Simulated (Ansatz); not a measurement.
**A trial form of GaSb**

Method: Ansatz, DFT PBE, scalar-relativistic, plane waves, PAW. Cutoff 420 eV, Gaussian smearing, Γ-centred meshes. Cell and atoms relax first on a coarse mesh and then on a finer one. In between, the cell is made exact in the group found at 0.06 Å. In metals the finer mesh still leaves noise of several meV/atom or more. The steps can't lower the symmetry of their start. No spin polarisation.

Recipe of this trial structure of GaSb: 4-connected net, two elements alternating (Pmma, No. 51). The dimensions are guesses.

```xyz
8
Lattice="8.3702 0.0000 0.0000 0.0000 4.7659 0.0000 0.0000 0.0000 4.5127" Properties=species:S:1:pos:R:3 pbc="T T T"
Ga    6.2777    0.0000    1.6038
Ga    0.0000    2.3829    0.0000
Ga    2.0926    0.0000    2.9088
Ga    4.1851    2.3829    0.0000
Sb    6.2777    2.3829    2.9088
Sb    0.0000    0.0000    0.0000
Sb    2.0926    2.3829    1.6038
Sb    4.1851    0.0000    0.0000
```

Energies over the elements count from the elements' standard structures at the same level, with no fitted energy shifts.

Question: Describe the relaxed structure.

Answer: The symmetry goes from Pmma (No. 51) to Immm (No. 71), and the primitive cell from 8 to 2 atoms. The volume per atom grows by 6.8 %, from 22.5 to 24.0 Å³. The shortest distance goes from 2.38 Å (Ga–Sb) to 2.88 Å (Ga–Sb). The energy falls by about 0.49 eV/atom (the start's value is from the coarse mesh). The end is written in a standard setting, so origin, axes and order of atoms can differ from the start's. Conventional cell: a = 3.191 Å, b = 5.224 Å, c = 5.767 Å. Ga has 2 Sb at 2.88 Å, 4 Sb at 3.06 Å and 2 Ga at 3.19 Å; Sb is surrounded by 2 Ga at 2.88 Å, 4 Ga at 3.06 Å and 2 Sb at 3.19 Å.

```cif
data_structure
_symmetry_space_group_name_H-M 'Immm'
_symmetry_Int_Tables_number 71
_cell_length_a 3.1909
_cell_length_b 5.2235
_cell_length_c 5.7671
_cell_angle_alpha 90.000
_cell_angle_beta 90.000
_cell_angle_gamma 90.000
_cell_volume 96.12
loop_
_atom_site_label
_atom_site_type_symbol
_atom_site_symmetry_multiplicity
_atom_site_Wyckoff_symbol
_atom_site_fract_x
_atom_site_fract_y
_atom_site_fract_z
_atom_site_occupancy
Ga1 Ga 2 c 0.00000 0.00000 0.50000 1
Sb1 Sb 2 a 0.00000 0.00000 0.00000 1
```

Question: Give its energy and gap.

Answer: The energy over the elements is +0.03 eV/atom and the gap on the 20×20×20 mesh of the 2-atom cell is 0 eV (a metal).

It can't be a ground state, since the elements alone are lower.

The last run used Gaussian smearing of 0.10 eV. For metals, differences of a few meV/atom aren't resolved. Spin–orbit coupling, which can matter for Sb, is left out. A structure relaxed within its symmetry needn't be a true minimum. In all, the 4 runs took 13 min on 1 thread of Arm Neoverse V2 (shared host).
